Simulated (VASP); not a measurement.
Write the native input for VASP 6.6.1 that does the following.

| Quantity | Value |
| --- | --- |
| Task | relaxation of cell and atoms |
| Functional | PBE |
| Potentials or basis | VASP PAW PBE potentials, release 64 (Cu) |
| Cutoff | 600 eV |
| k mesh | 18 × 18 × 18 |
| Occupations | methfessel-paxton, width 0.1 eV |
| Spin | no spin polarisation |
| Further INCAR settings | ALGO = Normal; EDIFF = 1e-06; IBRION = 2; EDIFFG = -0.01; NSW = 90; ISIF = 3 |

The structure of Cu lies in POSCAR:

```
Cu
1.0
    0.0000000000      1.8075000000      1.8075000000
    1.8075000000      0.0000000000      1.8075000000
    1.8075000000      1.8075000000      0.0000000000
Cu
1
Direct
    0.0000000000      0.0000000000      0.0000000000
```

These files were run (other wordings do the same):

INCAR

```
SYSTEM = Cu
PREC     = Accurate       ! precision mode
ENCUT    = 600            ! plane-wave cutoff, eV
EDIFF    = 1E-6           ! SCF threshold, eV
ISMEAR   = 1              ! smearing method
SIGMA    = 0.1            ! smearing width, eV
LREAL    = .FALSE.        ! projectors in reciprocal space
LASPH    = .TRUE.         ! aspherical terms in the spheres
NELM     = 80             ! most SCF steps
ALGO     = Normal         ! electronic algorithm
ISIF     = 3              ! what is computed and relaxed
LWAVE    = .FALSE.        ! write WAVECAR
LCHARG   = .FALSE.        ! write CHGCAR
GGA      = PE             ! functional
IBRION   = 2              ! ionic algorithm
NSW      = 90             ! ionic steps
EDIFFG   = -0.01          ! ionic threshold
KPAR     = 2
```

KPOINTS

```
Automatic mesh
0
G
  18 18 18
  0 0 0
```

Potentials or basis: VASP PAW PBE potentials, release 64 (Cu).

Run with:

```sh
$ cat potpaw_PBE.64/Cu/POTCAR > POTCAR
$ mpirun -np 2 vasp_std > vasp.out
```

Results of the run:

```json
{
 "Relaxed volume": "12.01 Å³/atom",
 "Relaxed cell": "a = 2.571 Å, b = 2.571 Å, c = 2.571 Å, α = 60.00°, β = 60.00°, γ = 60.00°",
 "Space group after relaxing (to 0.05 Å)": "Fm-3m (No. 225)",
 "Energy gained by relaxing": "1.6 meV/atom",
 "Ionic steps": "3",
 "Pressure after relaxing": "0.1 GPa",
 "Band gap on the k mesh": "none (metal or under the smearing width)"
}
```

It took 9.6 s on 2 MPI ranks on Intel(R) Xeon(R) 6975P-C (Granite Rapids), with other jobs on the host, peak memory 0.14 GiB a rank.
